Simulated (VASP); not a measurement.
## Ti under changes of volume

One of the cells (17.988 Å³/atom); the others are scaled copies at fixed shape and fractional positions:

```xyz
2
Lattice="2.9695 0.0000 0.0000 -1.4848 2.5717 0.0000 0.0000 0.0000 4.7110" Properties=species:S:1:pos:R:3 pbc="T T T"
Ti    1.4848    0.8572    3.5332
Ti    0.0000    1.7145    1.1777
```

| Quantity | Value |
| --- | --- |
| Program | VASP 6.6.1 |
| Functional | PBEsol |
| Potentials or basis | VASP PAW PBE potentials, release 64 (Ti_sv) |
| Cutoff | 520 eV |
| k mesh | 10 × 10 × 6 |
| Occupations | fermi-dirac, width 0.05 eV |
| Spin | no spin polarisation |

```tsv
volume (Å³/atom)	energy over the lowest point (meV/atom)	pressure (GPa)
16.577	0.00	0.8
16.930	0.98	-1.7
17.283	7.05	-3.9
17.988	?	?
18.341	51.60	-9.4
18.694	73.98	-10.9
```

**Question.** What does the run at 17.988 Å³/atom give?

**Answer.** Energy over the lowest point 32.76 meV/atom; pressure -7.7 GPa.

Worked out: A Birch-Murnaghan fit of order 3 (a polynomial in V^(-2/3)) to the other rows has its minimum at 16.69 Å³/atom with B0 = V·E''(V) = 117 GPa and B' = 3.4 at fixed shape and positions, which overstates the stiffness. It gives 32.74 meV/atom at 17.988 Å³/atom, against the run's 32.76, and -dE/dV = -7.7 GPa, against -7.7.

Energies are extrapolated to zero smearing.

Caveats: the PAW data sets were made with another functional, which shifts forces and pressure a little.
